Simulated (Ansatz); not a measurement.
LiF (Griceite):

```xyz
2
Lattice="0.0000 2.0140 2.0140 2.0140 0.0000 2.0140 2.0140 2.0140 0.0000" Properties=species:S:1:pos:R:3 pbc="T T T"
F     2.0140    2.0140    2.0140
Li    0.0000    0.0000    0.0000
```

Base run:

- Program: Ansatz 0.2.0
- Functional: PBEsol
- Potentials or basis: Ansatz PAW
- Cutoff: 420 eV (not typed: the program's choice for these potentials)
- k mesh: 11 × 11 × 11
- Occupations: fermi-dirac, width 0.05 eV
- Spin: no spin polarisation

Its results: band gap on the k mesh 8.92 eV, direct; pressure -1.1 GPa.

The run is repeated on the same cell with these changes: functional from PBEsol to PBE. What comes out?

Band gap on the k mesh 9.09 eV, direct; pressure 2.1 GPa.

PBE binds less tightly than PBEsol, so the same cell stands under more pressure.

Caveats: the PAW data sets come from PBE, with cores solved anew for the run's functional, which leaves a small shift of forces and pressure (some runs).
